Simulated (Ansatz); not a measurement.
## A strain series on KI (rocksalt): uniaxial along [111], other directions held

Rocksalt KI, relaxed with r2SCAN in the plane-wave code Ansatz, then strained (uniaxial along [111], other directions held; changes of length per length, axes as in the cell below) with the atoms relaxed again within the symmetry that is left. Space group Fm-3m (No. 225), cubic; a = 7.089 Å in the conventional setting, 44.52 Å³ an atom. Around K lie 6 I at 3.54 Å; around I lie 6 K at 3.54 Å. No spin polarisation and no zero-point or thermal motion.

```yaml
crystal:
  lattice:
    - [0.00000, 3.54429, 3.54429]
    - [3.54429, 0.00000, 3.54429]
    - [3.54429, 3.54429, 0.00000]
  atoms:
    - { symbol: K, position: [0.00000, 0.00000, 0.00000] }
    - { symbol: I, position: [0.50000, 0.50000, 0.50000] }
```

Gaps are the least over each mesh (PBE 6×6×6, r2SCAN 6×6×6, HSE06 4×4×4 when unstrained) and the special points, which keep their unstrained names; stress is the change from the unstrained cell, compression positive.

```tsv
strain (%)	gap, PBE (eV)	gap, r2SCAN (eV)	gap, HSE06 (eV)	edges, HSE06	stress along the strain, r2SCAN (GPa)	energy rise, r2SCAN (meV/atom)
-5.0	3.968	4.618	4.970	Γ	+0.94	6.7
0.0	3.944	4.586	4.941	Γ	0.00	0.0
+3.0	3.847	4.481	4.836	Γ	-0.51	2.0
+4.98	3.781	4.409	4.765	Γ	-0.83	5.6
```

Between zero and the nearest strains the slope of the HSE06 gap against strain is -0.006 eV per percent for negative and -0.035 for positive strain.

No spin-orbit coupling is included; it can move band edges with weight on the heavy atoms by tenths of an eV.

The meshes of the hybrids are coarse, so their gaps aren't converged to the digits shown.
